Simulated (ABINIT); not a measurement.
A run of ABINIT 10.8.3 (patched build):

The input run.abi:

```
pp_dirpath "./"
pseudos "Zr.upf, C.upf"

acell 3*1.0
rprim
     0.0000000000     4.4692022847     4.4692022847
     4.4692022847     0.0000000000     4.4692022847
     4.4692022847     4.4692022847     0.0000000000
ntypat 2
znucl 40 6
natom 2
typat 1 2
xred
     0.5000000000     0.5000000000     0.5000000000
     0.0000000000     0.0000000000     0.0000000000

ecut 31.0

kptopt 1
ngkpt 8 8 8
nshiftk 1
shiftk 0.0 0.0 0.0

ixc 11

nband 12
occopt 3
tsmear 0.00183747

nstep 100
tolvrs 1.0e-10

iomode 3
prtwf 0
prtden 0
prteig 0
prtebands 0
```

Potentials or basis: PseudoDojo NC SR PBE v0.4.1 standard.

Run with:

```bash
$ abinit run.abi > log 2>&1
```

Hardware: 1 thread of Arm Neoverse V1 (shared host).

Problem. How long does it take, and how much memory?

Solution. Wall time 16 s on 1 thread of Arm Neoverse V1 (shared host), peak memory 0.06 GiB. Counts: scf iterations 11, mpi ranks 1, k points 29, bands 12, plane waves 1480.
